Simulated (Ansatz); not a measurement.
# SnO2: the cost of one run

Computed with Ansatz 0.2.0 (DFT PBEsol, scalar-relativistic, plane waves, PAW, unless a step's input says otherwise).

1 further run of the same task is left out (set aside as unsound or not needed). Runs told in other sessions of the task aren't counted.

## 1. Starting point

It takes space group I4_1/amd (No. 141, tetragonal). Conventional cell: a = 4.011 Å, b = 4.011 Å, c = 10.245 Å, α = 90.00°, β = 90.00°, γ = 90.00°. Sn (site symmetry -4m2) is surrounded by 6 O at 2.06 to 2.08 Å. O (site symmetry 2mm) has 3 Sn at 2.06 to 2.08 Å in its first shell of neighbours.

Coordinates:

```cif
data_structure
_symmetry_space_group_name_H-M 'I4_1/amd:1'
_symmetry_Int_Tables_number 141
_cell_length_a 4.0110
_cell_length_b 4.0110
_cell_length_c 10.2455
_cell_angle_alpha 90.000
_cell_angle_beta 90.000
_cell_angle_gamma 90.000
_cell_volume 164.83
loop_
_atom_site_label
_atom_site_type_symbol
_atom_site_symmetry_multiplicity
_atom_site_Wyckoff_symbol
_atom_site_fract_x
_atom_site_fract_y
_atom_site_fract_z
_atom_site_occupancy
Sn1 Sn 4 a 0.00000 0.50000 0.25000 1
O1 O 8 e 0.50000 0.50000 0.29708 1
```

It goes back to an entry of the Materials Project, which need not be the stable form.

This cell was relaxed beforehand with the same method: volume 13.74 Å³/atom, gap on the mesh 1.55 eV.

## 2. The scan

Atoms count from 1 in the order of the input.

One atom moved over a plane, all else fixed.

- shift of O3 along [0 1 0]: 7 values from −0.87 to 0.87 Å
- shift of O3 along [0 0 1]: 7 values from −0.87 to 0.87 Å

Nothing else is relaxed (all other atoms fixed). Energies count from the relaxed crystal. Points are written as (first, second).

## 3. Grid point (0.00 Å, −0.87 Å)

Contents of input.yaml:

```yaml
crystal:
  lattice:
    - [-2.0054999738, 2.0054999738, 5.122744688]
    - [2.0054999738, -2.0054999738, 5.122744688]
    - [2.0054999738, 2.0054999738, -5.122744688]
  atoms:
    - { symbol: Sn, position: [0.75, 0.25, 0.5] }
    - { symbol: Sn, position: [0.0, 0.0, 0.0] }
    - { symbol: O, position: [0.7121658047, 0.7121658047, 0.0] }
    - { symbol: O, position: [0.9529187786, 0.4529187786, 0.5] }
    - { symbol: O, position: [0.2029187786, 0.2029187786, 0.0] }
    - { symbol: O, position: [0.5470812214, 0.0470812214, 0.5] }
basis:
  ecutwfc: 420
kpoints:
  mp_grid: { grid: [10, 10, 10] }
hamiltonian:
  xc: pbesol
  pseudopotentials: { kind: paw, azcp: { folder: soft_1 } }
scf:
  occupations: { method: gaussian, width: 0.05 }
output:
  forces: true
  stress: true
  eigenvalues: true
```

The run is started by

```console
> ansatz run input.yaml --threads 2 --pin off --max-ram 4096MiB --backend cpu --events-out ev --progress --plain --runs-dir out
```

**Question.** How long does this run take on 2 threads of Arm Neoverse N1, shared host, and how much memory does it need?

About 49 s, with a peak of 0.56 GiB.
